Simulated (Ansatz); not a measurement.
A run of Ansatz 0.2.0 is set up as follows.

input.yaml

```yaml
crystal:
  lattice:
    - [0.18960382, -2.17228837, -2.0431441]
    - [-2.01972352, 0.10629521, -1.95983549]
    - [2.38320037, 2.28583939, -4.38944304]
  atoms:
    - { symbol: Cu, position: [0.45623224, 0.53068563, 0.48541174] }
    - { symbol: Cu, position: [0.97428428, 0.98586739, 0.0243612] }
    - { symbol: O, position: [0.80166267, 0.74472112, 0.73928024] }
    - { symbol: O, position: [0.26782081, 0.23872587, 0.25094681] }
hamiltonian:
  xc: rpbe
  pseudopotentials: { kind: paw }
  dispersion: d3bj
kpoints:
  mp_grid: { grid: [10, 10, 5] }
scf:
  occupations: { method: fermi_dirac, width: 0.05 }
output:
  forces: true
  stress: true
  eigenvalues: true
relax:
  f_tol: 0.01
  max_steps: 40
  cell: { stress_tol: 0.05 }
```

Potentials or basis: Ansatz PAW.

Run with:

```console
$ ansatz run input.yaml --threads 2 --pin off --max-ram 5632MiB --backend cpu --events-out ev --progress --plain --runs-dir out
```

**Question.** What does it give for the relaxed cell?

**Answer.** a = 2.857 Å, b = 2.857 Å, c = 5.027 Å, α = 76.36°, β = 76.36°, γ = 63.79°.

**Question.** Predict the relaxed volume.

**Answer.** 8.84 Å³/atom.

**Question.** Estimate the band gap on the k mesh.

**Answer.** None (metal or under the smearing width).

The path:
```csv
step,energy change (eV),largest force (eV/Å),volume (Å³)
1,0.0000,1.6334,40.12
2,-0.6606,1.2365,36.79
3,-0.9394,0.4092,35.15
4,-0.9686,0.1464,34.27
5,-0.9815,0.0973,34.58
6,-0.9882,0.0967,34.77
7,-0.9954,0.0443,35.22
8,-0.9994,0.1097,34.78
9,-1.0064,0.0265,35.29
10,-1.0066,0.0141,35.42
11,-1.0066,0.0028,35.47
12,-0.9959,0.0043,35.47
13,-0.9967,0.0023,35.35
14,-0.9966,0.0004,35.37
15,-0.9962,0.0002,35.37
```

Caveat: the plane-wave basis is chosen anew once the cell has moved, so the energies of steps on either side of that aren't comparable; the pressure holds a Pulay correction of +0.7 GPa for the finite cutoff; the run has no spin polarisation, though such a crystal can be magnetic; semilocal functionals often make such compounds metallic where correlation or magnetic order opens a gap, which also shifts bond lengths; pairwise dispersion overbinds metals, which lowers pressure and volume; the PAW data sets come from PBE, with cores solved anew for the run's functional, which leaves a small shift of forces and pressure. With open d or f shells a metallic result of RPBE can be an artefact of self-interaction; +U or a hybrid may open a gap.
